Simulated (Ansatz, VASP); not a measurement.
Two plane-wave programs on TeMo2

```
Te Mo
1.0
     0.00000    3.11804    3.11804
     3.11804    0.00000    3.11804
     3.11804    3.11804    0.00000
Te Mo
1 2
Direct
  0.00000 0.00000 0.00000
  0.25000 0.25000 0.25000
  0.75000 0.75000 0.75000
```

The cell was built by a generator and needn't be a form met in nature.

Alike in both runs: task single point; functional PBE; k mesh 14 × 14 × 14; occupations gaussian, width 0.1 eV; no spin polarisation.

|  | VASP | Ansatz |
| --- | --- | --- |
| version | VASP 6.6.1 | Ansatz 0.2.0 |
| potentials or method | VASP PAW PBE potentials, release 64 (Te, Mo_sv) | scalar-relativistic, plane waves, PAW |
| plane-wave cutoff (eV) | 520 | 420 |
| valence electrons in the cell | 34 | 44 |

VASP gave:

- gap on the k mesh at the Fermi level (eV): none
- pressure (GPa): -0.1

Q: What did Ansatz give for the same quantities?

A: gap on the k mesh at the Fermi level (eV): none; pressure (GPa): 0.0.

A gap of «none» marks a metal or a gap that the smearing closes. The two sets of potentials don't hold the same shells in valence.

The runs have no spin-orbit coupling, so splittings on Te are missing.
